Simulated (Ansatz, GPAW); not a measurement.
# A Pt chain with a Sn atom on top of one atom: relaxation, then transmission at several levels, part 3 of 4

Aim: the conductance of a Pt chain with a Sn atom on top of one atom after relaxation, and whether geometry, basis or functional moves it most.

GPAW 26.7.0 and Ansatz 0.2.0; Ansatz plane waves; relaxation of the junction with the lead ends held; PAW set soft_1 (the session's first sound run).

So far, transmission at the Fermi level (one spin): step 3 (plane waves, PBE) 2.12.

## Step 4: Double-zeta polarised basis

Localised orbitals split the wire into layers that couple to their neighbours alone, which is what the Green's function method needs; double zeta with polarisation is the usual level for numbers.

This step: GPAW LCAO, PAW setups; Landauer transmission from Green's functions with principal layers (ASE), zero bias (GPAW 26.7.0).

run.py reads:

```python
import json
import numpy as np
from ase import Atoms
from ase.transport.calculators import TransportCalculator
from gpaw import GPAW, FermiDirac
from gpaw.lcao.tools import get_lcao_hamiltonian
from scipy.linalg import eigh

# The junction with lead layers at both ends, along the third cell vector
device = Atoms(
    ['Pt', 'Pt', 'Pt', 'Pt', 'Pt', 'Pt', 'Pt', 'Pt', 'Pt', 'Sn', 'Pt', 'Pt', 'Pt', 'Pt', 'Pt', 'Pt', 'Pt', 'Pt'],
    positions=[
        [4.50000, 4.50000, 1.20000],
        [4.50000, 4.50000, 3.60000],
        [4.50000, 4.50000, 6.00000],
        [4.50000, 4.50000, 8.40000],
        [4.50000, 4.50000, 10.80000],
        [4.50000, 4.50000, 13.20000],
        [3.99399, 4.34950, 15.60543],
        [4.48021, 4.63677, 18.06452],
        [3.62353, 5.17234, 20.40590],
        [5.57986, 3.55802, 20.35710],
        [4.35395, 4.46249, 22.73048],
        [4.33243, 4.98613, 25.19146],
        [4.50000, 4.50000, 27.60000],
        [4.50000, 4.50000, 30.00000],
        [4.50000, 4.50000, 32.40000],
        [4.50000, 4.50000, 34.80000],
        [4.50000, 4.50000, 37.20000],
        [4.50000, 4.50000, 39.60000]],
    cell=[[9.0, 0.0, 0.0], [0.0, 9.0, 0.0], [0.0, 0.0, 40.8]],
    pbc=True)

# One principal layer of the lead: the first 5 atoms of the device
lead = Atoms(
    ['Pt', 'Pt', 'Pt', 'Pt', 'Pt'],
    positions=[
        [4.50000, 4.50000, 1.20000],
        [4.50000, 4.50000, 3.60000],
        [4.50000, 4.50000, 6.00000],
        [4.50000, 4.50000, 8.40000],
        [4.50000, 4.50000, 10.80000]],
    cell=[[9.0, 0.0, 0.0], [0.0, 9.0, 0.0], [0.0, 0.0, 12.0]],
    pbc=True)

settings = dict(mode='lcao', basis='dzp', xc='PBE', h=0.2,
                occupations=FermiDirac(0.1), maxiter=250,
                mixer=dict(beta=0.1, nmaxold=8, weight=100.0),
                convergence=dict(density=0.0001))
energies = np.arange(-2, 2 + 1e-9, 0.025)
eta = 0.0001
n1, n2 = 1, 1
# k and -k transmit alike, so half of the mesh across the current serves
mesh = [(i, j) for i in range(n1) for j in range(n2) if (i, j) <= (-i % n1, -j % n2)]
weights = np.array([1 if (i, j) == (-i % n1, -j % n2) else 2 for i, j in mesh]) / (n1 * n2)

# [... helper functions left out ...]
fermi_lead = ground_state(lead, (1, 1, 10), 'lead.txt')
fermi_device = ground_state(device, (1, 1, 2), 'device.txt')
# [... loop over the mesh left out, but for ...]
        # Shift the lead onto the potential of the device's first layer
        shift = ((H[:, 0, 0] - H0[:, 0, 0]) / S0[0, 0]).real.mean()
# [...]
kT = 8.617333e-5 * 300
bias = [0.1, 0.2, 0.5, 1.0, 1.5, 2.0]
# [... integrals and printing left out ...]
```

The run is started by

```sh
$ OMP_NUM_THREADS=1 OPENBLAS_NUM_THREADS=1 python run.py
```

Numbers of over 12 decimals in the logs are rounded to 6 here.

Log:

```text
basis functions: device 482, principal layer 135
Fermi level: lead -4.5367 eV, device -4.3046 eV; lead shifted by -0.0010 eV
largest coupling past the next layer 8.09e-06 eV, largest misfit of the first layer 0.157 eV
  E-E_F (eV)   T (one spin)  [channel counts left out]
    -2.000    8.8337e-01
    -1.975    8.8989e-01
    -1.950    8.9702e-01
    -1.925    9.0446e-01
    -1.900    9.1197e-01
    -1.875    9.1933e-01
    -1.850    9.2639e-01
    -1.825    9.3302e-01
    -1.800    9.3915e-01
    -1.775    9.4472e-01
    -1.750    9.4975e-01
    -1.725    9.5431e-01
    -1.700    9.5862e-01
    -1.675    9.6320e-01
    -1.650    9.6929e-01
    -1.625    9.8013e-01
[...]
1.825    3.3735e-01
     1.850    3.1984e-01
     1.875    3.0289e-01
     1.900    2.8643e-01
     1.925    2.7040e-01
     1.950    2.5475e-01
     1.975    2.3944e-01
     2.000    2.2443e-01
conductance at 300 K: 2.0911 G0 a cell; thermopower 7.749 uV/K
current from the zero-bias T(E) at 0.1 V: 16.134 uA
current from the zero-bias T(E) at 0.2 V: 31.865 uA
current from the zero-bias T(E) at 0.5 V: 74.201 uA
current from the zero-bias T(E) at 1.0 V: 149.3 uA
current from the zero-bias T(E) at 1.5 V: 234.69 uA
current from the zero-bias T(E) at 2.0 V: 310.04 uA
```

Elapsed: 5.3 min, on 1 thread of Intel Xeon Platinum 8559C (Emerald Rapids), shared host; peak memory 1.6 GiB.

This step gave:

```
conductance                                    : 2.091 G₀
thermopower                                    : 7.749 μV/K
largest coupling past the next principal layer : 8.09e-6 eV
largest misfit of the first principal layer    : 0.1566 eV
shift that aligns the lead                     : -0.001047 eV
basis functions of the junction                : 482
basis functions of a principal layer           : 135
transmission at the Fermi level (one spin)     : 2.116
```

One spin. Table of transmission, zone mean by energy, zero at the Fermi level:

energy (eV), transmission, zone mean and a bar:
```
   -2.000       0.88 ######
   -1.800       0.94 ######
   -1.600       1.01 #######
   -1.400       1.36 ##########
   -1.200       1.51 ###########
   -1.000       2.30 ##################
   -0.800       3.45 ############################
   -0.725       3.65 ##############################
   -0.600       3.46 ############################
   -0.400       2.92 ########################
   -0.200       1.98 ###############
   -0.075       2.23 ##################
    0.000       2.12 #################
    0.200       1.48 ###########
    0.400       1.10 ########
    0.600       0.94 ######
    0.800       1.00 #######
    1.000       0.82 #####
    1.200       0.30 #
    1.375       0.95 ######
    1.400       0.90 ######
    1.600       0.54 ###
    1.800       0.36 #
    2.000       0.22
```

Not self-consistent under bias; the bias window is split evenly. Current through one cell, from the zero-bias transmission against bias:

| bias (V) | current through one cell, from the zero-bias transmission (μA) |
| --- | --- |
| 0.100 | 16.1 |
| 0.200 | 31.9 |
| 0.500 | 74.2 |
| 1.000 | 149 |
| 1.500 | 235 |
| 2.000 | 310 |

Table of transmission of the three most open eigenchannels by energy, zero at the Fermi level:

```
energy (eV)  channel 1  channel 2  channel 3
     -2.000      0.868     0.0130    0.00272
     -1.900      0.899     0.0130     4.6e-4
     -1.800      0.925     0.0135     8.1e-4
     -1.700      0.942     0.0124    0.00390
     -1.600      0.942     0.0610    0.00235
     -1.500      0.777      0.712     0.0164
     -1.400      0.978      0.341     0.0409
     -1.300      0.984      0.294     0.0920
     -1.200      0.952      0.257      0.194
     -1.100      0.968      0.366      0.254
     -1.000      0.835      0.613      0.554
     -0.900      0.888      0.828      0.515
     -0.800      0.938      0.850      0.819
     -0.700      0.994      0.974      0.926
     -0.600      0.994      0.967      0.937
     -0.500      0.994      0.967      0.929
     -0.400      0.992      0.966      0.835
     -0.300      0.930      0.826      0.617
     -0.200      0.957      0.563      0.399
     -0.100      0.993      0.940      0.245
      0.000      0.997      0.925      0.171
      0.100      0.996      0.672      0.116
      0.200      0.991      0.418     0.0680
      0.300      0.997      0.235     0.0136
      0.400      0.970      0.130    0.00421
      0.500      0.934     0.0720    0.00309
      0.600      0.902     0.0353    0.00220
      0.700      0.877    0.00765     7.6e-4
      0.800      0.997     4.4e-7    4.3e-11
      0.900      0.953     4.4e-7    1.2e-12
      1.000      0.822     4.4e-7          0
      1.100      0.624     4.5e-7          0
      1.200      0.304     4.5e-7          0
      1.300      0.248     4.4e-7          0
      1.400      0.899     4.5e-7          0
      1.500      0.680     4.6e-7          0
      1.600      0.538     4.6e-7          0
      1.700      0.436     4.6e-7          0
      1.800      0.355     4.6e-7          0
      1.900      0.286     4.7e-7          0
      2.000      0.224     4.7e-7          0
```

At the Fermi level T is 2.12 against 2.12 in plane waves. Couplings past the next layer reach 8.1e-6 eV, small enough to drop; the matrix elements of the cell's first layer differ from the bulk lead's by up to 0.16 eV. That layer keeps its own values in the calculation, and only beyond it is the lead taken as perfect. The Fermi levels of lead and junction count from different zeros of potential, one for each periodic cell; with both set to zero, the small remaining shift is what aligns them. Without spin-orbit coupling, which is large for these atoms, channel counts and T are those of the scalar-relativistic bands. By hand: G = 2.091 × 77.48 μS = 162 μS, a resistance of 6.17 kΩ; at 0.1 V a linear junction would pass 16.2 μA, and the integral over the bias window gives 16.1 μA. Mott's formula, S = -(π²/3)(k_B²T/e) d ln T/dE, has the prefactor 7.33 μV/K·eV at 300 K; T = 2.174 at -0.025 eV and 2.044 at 0.025 eV give a slope of -1.23 per eV and S = 9.03 μV/K, beside 7.75 μV/K from the thermal integral, which interpolates the same grid.

## Step 5: GPAW, szp: basis = "szp(dzp)"

The second zeta is dropped, the polarisation orbitals stay.

Edit run.py of step 4 so:

```diff
@@ -45,3 +45,3 @@
 
-settings = dict(mode='lcao', basis='dzp', xc='PBE', h=0.2,
+settings = dict(mode='lcao', basis='szp(dzp)', xc='PBE', h=0.2,
                 occupations=FermiDirac(0.1), maxiter=250,
```

Log:

```text
basis functions: device 269, principal layer 75
Fermi level: lead -4.6629 eV, device -4.4141 eV; lead shifted by -0.0018 eV
largest coupling past the next layer 8.13e-06 eV, largest misfit of the first layer 0.159 eV
  E-E_F (eV)   T (one spin)  [channel counts left out]
    -2.000    8.6631e-01
    -1.975    8.7267e-01
    -1.950    8.7960e-01
[...]
1.975    2.2859e-01
     2.000    2.1373e-01
conductance at 300 K: 2.0836 G0 a cell; thermopower 8.48 uV/K
current from the zero-bias T(E) at 0.1 V: 16.079 uA
current from the zero-bias T(E) at 0.2 V: 31.771 uA
current from the zero-bias T(E) at 0.5 V: 73.999 uA
current from the zero-bias T(E) at 1.0 V: 148.09 uA
current from the zero-bias T(E) at 1.5 V: 233.24 uA
current from the zero-bias T(E) at 2.0 V: 305.85 uA
```

Wall time 3.3 min (1 thread); peak memory 1.5 GiB.

Numbers from this step:

| Property | Result |
| --- | --- |
| conductance | 2.084 G₀ |
| thermopower | 8.480 μV/K |
| largest coupling past the next principal layer | 8.13e-6 eV |
| largest misfit of the first principal layer | 0.1586 eV |
| shift that aligns the lead | -0.001845 eV |
| basis functions of the junction | 269 |
| basis functions of a principal layer | 75 |
| transmission at the Fermi level (one spin) | 2.107 |

The conductance, 2.08 G₀, lies 0.4 % below that of the dzp run.

## Step 6: Minimal basis

One function for each valence shell of the setup, as for a first survey of a large system.

Edit run.py of step 5 so:

```diff
@@ -45,3 +45,3 @@
 
-settings = dict(mode='lcao', basis='szp(dzp)', xc='PBE', h=0.2,
+settings = dict(mode='lcao', basis='sz(dzp)', xc='PBE', h=0.2,
                 occupations=FermiDirac(0.1), maxiter=250,
```

Log:

```text
basis functions: device 213, principal layer 60
Fermi level: lead -4.6766 eV, device -4.4239 eV; lead shifted by -0.0005 eV
largest coupling past the next layer 8.11e-06 eV, largest misfit of the first layer 0.063 eV
  E-E_F (eV)   T (one spin)  channels
    -2.000    8.6426e-01    3.0000
    -1.975    8.7101e-01    3.0000
    -1.950    8.7812e-01    3.0000
[...]
1.975    1.9637e-01    1.0000
     2.000    1.8390e-01    1.0000
conductance at 300 K: 2.0751 G0 a cell; thermopower 7.387 uV/K
current from the zero-bias T(E) at 0.1 V: 15.999 uA
current from the zero-bias T(E) at 0.2 V: 31.53 uA
current from the zero-bias T(E) at 0.5 V: 72.704 uA
current from the zero-bias T(E) at 1.0 V: 147.84 uA
current from the zero-bias T(E) at 1.5 V: 233.55 uA
current from the zero-bias T(E) at 2.0 V: 304.51 uA
```

Wall time 2.6 min (1 thread); peak memory 1.4 GiB.

Numbers from this step:

- conductance: 2.075 G₀
- thermopower: 7.387 μV/K
- largest coupling past the next principal layer: 8.11e-6 eV
- largest misfit of the first principal layer: 0.06289 eV
- shift that aligns the lead: -4.89e-4 eV
- basis functions of the junction: 213
- basis functions of a principal layer: 60
- transmission at the Fermi level (one spin): 2.104

The conductance, 2.08 G₀, lies 0.8 % below that of the dzp run.

## Step 7: LDA in the dzp basis: xc = "LDA"

Back in the dzp basis, the functional changes from PBE to LDA, to set the spread between functionals beside that between bases.

Edit run.py of step 6 so:

```diff
@@ -45,3 +45,3 @@
 
-settings = dict(mode='lcao', basis='sz(dzp)', xc='PBE', h=0.2,
+settings = dict(mode='lcao', basis='dzp', xc='LDA', h=0.2,
                 occupations=FermiDirac(0.1), maxiter=250,
```

Log:

```text
basis functions: device 482, principal layer 135
Fermi level: lead -4.8574 eV, device -4.6226 eV; lead shifted by -0.0025 eV
largest coupling past the next layer 8.32e-06 eV, largest misfit of the first layer 0.151 eV
  E-E_F (eV)   T (one spin)  [channel counts left out]
    -2.000    8.9687e-01
    -1.975    9.0350e-01
    -1.950    9.1060e-01
[...]
1.975    2.4403e-01
     2.000    2.2942e-01
conductance at 300 K: 2.096 G0 a cell; thermopower 7.017 uV/K
current from the zero-bias T(E) at 0.1 V: 16.156 uA
current from the zero-bias T(E) at 0.2 V: 31.822 uA
current from the zero-bias T(E) at 0.5 V: 73.916 uA
current from the zero-bias T(E) at 1.0 V: 151.33 uA
current from the zero-bias T(E) at 1.5 V: 237.15 uA
current from the zero-bias T(E) at 2.0 V: 311.01 uA
```

The job ended after 4.7 min (1 thread; peak memory 1.6 GiB).

This step gave:

```
conductance                                    : 2.096 G₀
thermopower                                    : 7.017 μV/K
largest coupling past the next principal layer : 8.32e-6 eV
largest misfit of the first principal layer    : 0.1515 eV
shift that aligns the lead                     : -0.002483 eV
basis functions of the junction                : 482
basis functions of a principal layer           : 135
transmission at the Fermi level (one spin)     : 2.127
```

The conductance, 2.10 G₀, lies 0.2 % above that of the dzp run.

## Step 8: The structure as built: geometry = "as built"

The dzp basis with PBE on the structure as first built shows what the relaxation was worth.

Edit run.py of step 7 so:

```diff
@@ -18,8 +18,8 @@
         [4.50000, 4.50000, 13.20000],
-        [3.99399, 4.34950, 15.60543],
-        [4.48021, 4.63677, 18.06452],
-        [3.62353, 5.17234, 20.40590],
-        [5.57986, 3.55802, 20.35710],
-        [4.35395, 4.46249, 22.73048],
-        [4.33243, 4.98613, 25.19146],
+        [4.50000, 4.50000, 15.60000],
+        [4.50000, 4.50000, 18.00000],
+        [4.50000, 4.50000, 20.40000],
+        [6.94620, 4.50000, 20.40000],
+        [4.50000, 4.50000, 22.80000],
+        [4.50000, 4.50000, 25.20000],
         [4.50000, 4.50000, 27.60000],
@@ -45,3 +45,3 @@
 
-settings = dict(mode='lcao', basis='dzp', xc='LDA', h=0.2,
+settings = dict(mode='lcao', basis='dzp', xc='PBE', h=0.2,
                 occupations=FermiDirac(0.1), maxiter=250,
```

Log:

```text
basis functions: device 482, principal layer 135
Fermi level: lead -4.5367 eV, device -4.2257 eV; lead shifted by -0.0012 eV
largest coupling past the next layer 8.09e-06 eV, largest misfit of the first layer 0.036 eV
  E-E_F (eV)   T (one spin)  [channel counts left out]
    -2.000    2.7524e+00
    -1.975    2.7543e+00
    -1.950    2.7559e+00
[...]
1.975    6.7023e-02
     2.000    3.4989e-01
conductance at 300 K: 3.3818 G0 a cell; thermopower 2.563 uV/K
current from the zero-bias T(E) at 0.1 V: 26.181 uA
current from the zero-bias T(E) at 0.2 V: 52.238 uA
current from the zero-bias T(E) at 0.5 V: 128.77 uA
current from the zero-bias T(E) at 1.0 V: 253.62 uA
current from the zero-bias T(E) at 1.5 V: 369.92 uA
current from the zero-bias T(E) at 2.0 V: 462.4 uA
```

Run time: 3.9 min. Hardware: 1 thread; peak memory 1.6 GiB.

This step gave:

```yaml
conductance: 3.382 G₀
thermopower: 2.563 μV/K
largest_coupling_past_the_next_principal_layer: 8.09e-6 eV
largest_misfit_of_the_first_principal_layer: 0.03587 eV
shift_that_aligns_the_lead: -0.001213 eV
transmission_at_the_fermi_level_one_spin: 3.390
```

The conductance, 3.38 G₀, lies 62 % above that of the dzp run.

## Step 9: The ladder

Times are wall times on the hardware named with each run. The series side by side:

```csv
no.,run,conductance (G₀),time,memory (GiB)
1,pw PBE,2.102,2.3 min,5.5
2,dzp,2.091,5.3 min,1.6
3,szp,2.084,3.3 min,1.5
4,sz,2.075,2.6 min,1.4
5,dzp LDA,2.096,4.7 min,1.6
6,asbuilt,3.382,3.9 min,1.6
```

## Step 10: The levels side by side

The curves are compared point by point over the common energies.

This step: comparison of transmission and cost over codes, levels and geometry; PAW set soft_1 (GPAW 26.7.0).

(Continued in part 4 of 4.)

[Logs are printed without paths, hosts, clocks, repeated set-up lines and the standing remarks that a program may print on its own settings, such as how far it seeks lower states.]

[Hosts, paths, dates, database ids (printed as entryN), source tags and the programs' standing remarks are cut or masked in the printed files.]
